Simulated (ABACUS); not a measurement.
InAs:

```
In As
1.0
     0.00000    3.01800    3.01800
     3.01800    0.00000    3.01800
     3.01800    3.01800    0.00000
In As
1 1
Cartesian
  0.0000 0.0000 0.0000
  4.5270 4.5270 4.5270
```

* Program: ABACUS 3.10.1
* Task: single point
* Functional: PBE
* Potentials or basis: PseudoDojo NC SR 0.4.1 PBE standard
* Cutoff: 1143 eV
* Density cutoff: 4572 eV
* Basis: plane waves
* k mesh: 8 × 8 × 8
* Occupations: fermi-dirac, width 0.05 eV
* Spin: no spin polarisation

On this cell: pressure 4.4 GPa; largest force zero by symmetry; band gap on the k mesh none (metal or under the smearing width).

The same run follows on a disturbed copy (atoms moved at random, drawn with an rms of 0.05 Å):

```
In As
1.0
     0.00000    3.01800    3.01800
     3.01800    0.00000    3.01800
     3.01800    3.01800    0.00000
In As
1 1
Cartesian
  -0.0266 0.0070 0.0051
  4.5096 4.5464 4.5461
```

What does the disturbed cell give?

The energy (extrapolated to zero smearing) moves by +0.9 meV/atom; pressure 4.4 GPa; largest force 0.174 eV/Å; band gap on the k mesh none (metal or under the smearing width).

Forces in eV/Å, atoms in the order of the input:
```
In   0.079  0.103  0.115
As  -0.079 -0.103 -0.115
```

Stress tensor (GPa, compression positive):
```
4.37 0.38 0.34
0.38 4.36 0.26
0.34 0.26 4.36
```

Caveats: this crystal is a semiconductor, whose small gap the functional closes, so the metal is an error of the method (some runs).
